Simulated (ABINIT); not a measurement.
HgSe:

```
Hg Se
1.0
     0.00000    3.03900    3.03900
     3.03900    0.00000    3.03900
     3.03900    3.03900    0.00000
Hg Se
1 1
Direct
  0.00000 0.00000 0.00000
  0.75000 0.75000 0.75000
```

Program: ABINIT 10.8.3 (patched build). Alike in all runs: no spin polarisation; cell as given; smearing fermi-dirac 0.05 eV.

Order these runs on this cell by their pressure, lowest first.
A. level LDA; potentials or basis JTH PAW LDA v2.0; k mesh 8 × 8 × 8; cutoff (eV) 544; fine-grid cutoff 1088.46 eV
B. level rPW86PBE; potentials or basis JTH PAW PBE v2.0; k mesh 8 × 8 × 8; cutoff (eV) 544; fine-grid cutoff 1088.46 eV
C. level r2SCAN; potentials or basis JTH PAW PBE v2.0; k mesh 5 × 5 × 5; cutoff (eV) 653; fine-grid cutoff 1251.72 eV

A (-0.3 GPa), C (3.2 GPa), B (8.0 GPa).

Caveats: the PAW data sets were made with another functional, which shifts forces and pressure a little (some runs).

Runs at the PBE level aren't shown here.
